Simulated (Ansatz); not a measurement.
# MnO: the cost of one run

Method: DFT PBE, scalar-relativistic, in Ansatz 0.2.0.

### 1 The starting structure

It takes space group P6_3mc (No. 186, hexagonal). Conventional cell: a = 3.372 Å, b = 3.372 Å, c = 5.385 Å, α = 90.00°, β = 90.00°, γ = 120.00°. Mn (site symmetry 3m) is surrounded by 4 O at 1.96 to 2.08 Å. Around O (site symmetry 3m) lie 4 Mn at 1.96 to 2.08 Å.

Structure file:

```cif
data_structure
_symmetry_space_group_name_H-M 'P6_3mc'
_symmetry_Int_Tables_number 186
_cell_length_a 3.3717
_cell_length_b 3.3717
_cell_length_c 5.3855
_cell_angle_alpha 90.000
_cell_angle_beta 90.000
_cell_angle_gamma 120.000
_cell_volume 53.02
loop_
_atom_site_label
_atom_site_type_symbol
_atom_site_symmetry_multiplicity
_atom_site_Wyckoff_symbol
_atom_site_fract_x
_atom_site_fract_y
_atom_site_fract_z
_atom_site_occupancy
Mn1 Mn 2 b 0.33333 0.66667 0.01096 1
O1 O 2 b 0.33333 0.66667 0.37547 1
```

The file gives the conventional cell by its symmetry; the runs use the cell typed in the input.

Atoms are numbered in the order of the input: Mn1, Mn2, O3, O4.

### 2 The deformed structure

Space group P6_3mc before, P6_3mc after.

### 3 LAPW, all electrons

input.yaml reads:

```yaml
crystal:
  lattice:
    - [3.3717009293, 0.0, 0.0]
    - [-1.6858504646, 2.9199786587, 0.0]
    - [0.0, 0.0, 5.439355]
  atoms:
    - { symbol: Mn, position: [0.3333333333, 0.6666666667, 0.01096], spin: 4.0 }
    - { symbol: Mn, position: [0.6666666667, 0.3333333333, 0.51096], spin: 4.0 }
    - { symbol: O, position: [0.3333333333, 0.6666666667, 0.37547] }
    - { symbol: O, position: [0.6666666667, 0.3333333333, 0.87547] }
magnetization:
  spin_polarized: true
kpoints:
  mp_grid: { grid: [14, 14, 8] }
  band_path:
    path:
      - [0.0, 0.0, 0.0]
      - [0.5, 0.0, 0.0]
      - [0.3333333333, 0.3333333333, 0.0]
      - [0.0, 0.0, 0.0]
      - [0.0, 0.0, 0.5]
      - [0.5, 0.0, 0.5]
      - [0.3333333333, 0.3333333333, 0.5]
      - [0.0, 0.0, 0.5]
      - [0.5, 0.0, 0.5]
    npoints: 5
scf:
  occupations: { method: fermi_dirac, width: 0.05 }
hamiltonian:
  xc: pbe
  pseudopotentials: { kind: all_electron, lapw: { basis_error: 0.0005 } }
output:
  forces: true
  stress: true
  eigenvalues: true
```

Launch:

```bash
$ ansatz run input.yaml --threads 1 --pin off --max-ram 6144MiB --backend cpu --events-out ev --progress --plain --runs-dir out
```

**Question.** How long does this run take on 1 thread of Intel Xeon Platinum 8488C (Sapphire Rapids), shared host, and how much memory does it need?

About 6 min, with a peak of 1.3 GiB.
